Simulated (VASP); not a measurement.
A run of VASP 6.6.1:

The input POSCAR:

```
B
1.0
    1.8852400000      0.0000000000      0.0000000000
    0.0000000000      1.8852400000      0.0000000000
    0.0000000000      0.0000000000      1.8852400000
B
1
Direct
    0.5000000000      0.5000000000      0.5000000000
```

INCAR.step1

```
PREC = Accurate
ENCUT = 520
EDIFF = 1E-5
ISMEAR = -1
SIGMA = 0.05
LREAL = F
LASPH = T
NELM = 100
ALGO = Normal
ISIF = 2
LWAVE = T
LCHARG = F
GGA = PE
```

Contents of INCAR.step2:

```
PREC = Accurate
ENCUT = 520
EDIFF = 1E-7
ISMEAR = -1
SIGMA = 0.05
LREAL = F
LASPH = T
NELM = 100
ALGO = Normal
ISIF = 2
LWAVE = F
LCHARG = F
GGA = PE
LHFCALC = T
HFSCREEN = 0.4
AEXX = 0.25
PRECFOCK = Fast
ISTART = 1
```

The input KPOINTS:

```
regular mesh
0
Gamma
  7 7 7
```

Potentials or basis: VASP PAW PBE potentials, release 64 (B).

The run is started by

```bash
$ cat potpaw_PBE.64/B/POTCAR > POTCAR
$ cp INCAR.step1 INCAR
$ mpirun -np 1 vasp_std > vasp.out
$ cp INCAR.step2 INCAR
$ mpirun -np 1 vasp_std > vasp.out
```

Hardware: 1 thread of Intel(R) Xeon(R) Platinum 8488C (Sapphire Rapids) (shared host).

Problem. How long does it take, and how much memory?

Solution. Wall time 25 s on 1 thread of Intel(R) Xeon(R) Platinum 8488C (Sapphire Rapids) (shared host), peak memory 0.19 GiB. Counts: scf iterations 10, k points 20.
